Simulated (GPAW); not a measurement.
InPd:

```xyz
2
Lattice="3.2719 0.0000 0.0000 0.0000 3.2719 0.0000 0.0000 0.0000 3.2719" Properties=species:S:1:pos:R:3 pbc="T T T"
In    0.0000    0.0000    0.0000
Pd    1.6359    1.6359    1.6359
```

The cell comes from a database or a generator and needn't be the stable form of this composition.

* Program: GPAW 26.7.0
* Task: relaxation of cell and atoms
* Functional: PBEsol
* Potentials or basis: PAW data sets generated in the run's folder for this functional
* Cutoff: 600 eV
* Basis: pw
* k mesh: 8 × 8 × 8
* Occupations: fermi-dirac, width 0.05 eV
* Spin: no spin polarisation

At the start: pressure -3.1 GPa; volume 17.51 Å³/atom.

Where does the relaxation end?

Over 3 steps the energy falls by 4.1 meV/atom and the volume is 17.08 Å³/atom (-2.5 %); space group Pm-3m (No. 221, to 0.05 Å).

Step by step:
```
step  energy change (eV)  largest force (eV/Å)  pressure (GPa)  volume (Å³)
   1              0.0000                0.0000           -3.14        35.03
   2             -0.0042                0.0000           -2.23        34.77
   3             -0.0082                0.0000            0.11        34.16
```

Final structure:
```
CELL_PARAMETERS angstrom
3.24476 0.00000 0.00000
0.00000 3.24476 0.00000
0.00000 0.00000 3.24476
ATOMIC_POSITIONS crystal
In 0.00000 0.00000 0.00000
Pd 0.50000 0.50000 0.50000
```

Caveat: later steps reuse the first step's grids.
